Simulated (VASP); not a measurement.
ScAl3N4, 8 atoms in the cell. It takes space group Pm (No. 6, monoclinic). Conventional cell: a = 5.179 Å, b = 3.237 Å, c = 5.606 Å, α = 90.00°, β = 90.00°, γ = 90.00°. Sc (site symmetry m) has 4 N at 1.97 Å as nearest neighbours. Al (site symmetry m) has 4 N at 1.97 Å as nearest neighbours. Around Al (site symmetry m) lie 4 N at 1.97 Å. Around Al (site symmetry m) lie 4 N at 1.97 Å. N (site symmetry m) is surrounded by 1 Sc at 1.97 Å and 3 Al at 1.97 Å. N (site symmetry m) is surrounded by 4 Al at 1.97 Å. N (site symmetry m) is surrounded by 3 Al at 1.97 Å and 1 Sc at 1.97 Å. N (site symmetry m) has 2 Al at 1.97 Å and 2 Sc at 1.97 Å as nearest neighbours. The cell was built by a generator and needn't be a form met in nature.

| Property | Result |
| --- | --- |
| Program | VASP 6.6.1 |
| Task | relaxation of cell and atoms |
| Functional | PBEsol |
| Potentials or basis | VASP PAW PBE potentials, release 64 (Sc_sv, Al, N) |
| Cutoff | 600 eV |
| k mesh | 8 × 6 × 6 |
| Occupations | gaussian, width 0.03 eV |
| Spin | no spin polarisation |
| Further INCAR settings | ALGO = Normal; EDIFF = 1e-06; IBRION = 2; EDIFFG = -0.01; NSW = 90; ISIF = 3 |

Potentials or basis: VASP PAW PBE potentials, release 64 (Sc_sv, Al, N).

The run is started by

```console
$ cat potpaw_PBE.64/Sc_sv/POTCAR potpaw_PBE.64/Al/POTCAR potpaw_PBE.64/N/POTCAR > POTCAR
$ mpirun -np 4 vasp_std > vasp.out
```

Hardware: 4 MPI ranks on Intel(R) Xeon(R) 6975P-C (Granite Rapids), with other jobs on the host.

Q: Estimate the wall time of this run.

A: Run time: 8.5 min on 4 MPI ranks on Intel(R) Xeon(R) 6975P-C (Granite Rapids), on a shared host, peak memory 0.41 GiB a rank. Counts: scf iterations 88, k points 100, ion steps 14.
